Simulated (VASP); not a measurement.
# VASP 6.6.1 run: ZnSe

INCAR

```
NBANDS = 16
LASPH = .TRUE.
LREAL = .FALSE.
GGA = PE
SGIMA = 0.02
LCHARG = .FALSE.
PREC = Accurate
ISIF = 2
NSW = 0
EDIFF = 1E-7
ISMEAR = -1
LWAVE = .FALSE.
NELM = 79
IBRION = -1
ENCUT = 520
```

KPOINTS

```
KPOINTS created by Atomic Simulation Environment
0
Gamma
8 8 8
0 0 0
```

POSCAR

```
Zn Se
 1.0000000000000000
     0.0000000000000000    2.7474480638999998    2.9296683481999999
     2.7474480638999998    0.0000000000000000    2.9296683481999999
     2.7474480638999998    2.7474480638999998    0.0000000000000000
 Zn  Se
   1   1
Cartesian
  0.0000000000000000  0.0000000000000000  0.0000000000000000
  1.3737240319499997  1.3737240319499997  1.4648341740999997
```

The recommended PBE PAW datasets give the neutral cell 18 valence electrons.

Command

```
mpirun -np 1 vasp_std
```

Task: Predict the outcome of this run.

Result: It converged. Results: gap between bands v and c on the k mesh 1.30 eV; least direct gap on the k mesh 1.30 eV; pressure 4.3 GPa. Band v is the last that the valence electrons fill when counted band by band, and c is the next.

OSZICAR

```
N       E                     dE             d eps       ncg     rms          rms(c)
DAV:   1     0.868109463681E+02    0.86811E+02   -0.88161E+03  1896   0.130E+03
DAV:   2    -0.907420241042E+00   -0.87718E+02   -0.82031E+02  2152   0.254E+02
DAV:   3    -0.622929552497E+01   -0.53219E+01   -0.53033E+01  2304   0.606E+01
DAV:   4    -0.627073258000E+01   -0.41437E-01   -0.41434E-01  2352   0.580E+00
DAV:   5    -0.627092261951E+01   -0.19004E-03   -0.19004E-03  2344   0.352E-01    0.500E+00
DAV:   6    -0.600005860231E+01    0.27086E+00   -0.53597E-01  2792   0.244E+01    0.379E+00
DAV:   7    -0.598002406220E+01    0.20035E-01   -0.15965E-01  2216   0.360E+00    0.161E+00
DAV:   8    -0.597971271673E+01    0.31135E-03   -0.45736E-03  2584   0.732E-01    0.465E-01
DAV:   9    -0.597990728301E+01   -0.19457E-03   -0.11382E-03  2304   0.259E-01    0.651E-02
DAV:  10    -0.598001535278E+01   -0.10807E-03   -0.21866E-04  2392   0.112E-01    0.246E-02
DAV:  11    -0.598000324024E+01    0.12113E-04   -0.42119E-05  2224   0.565E-02    0.499E-03
DAV:  12    -0.598000416588E+01   -0.92565E-06   -0.55908E-06  2488   0.142E-02    0.248E-03
DAV:  13    -0.598000445483E+01   -0.28895E-06   -0.42827E-07  2304   0.469E-03    0.120E-03
DAV:  14    -0.598000441943E+01    0.35402E-07   -0.25458E-08  2032   0.201E-03
   1 F= -.59800044E+01 E0= -.59793557E+01  d E =-.129738E-02
```

One setting is odd (misspelt tag), but here it hardly changes the result.

On sound settings PBE gives a gap of 1.30 eV on its mesh and a pressure of 4.3 GPa for the intended cell. This run's energy (σ→0) differs from it by 0 meV an atom.
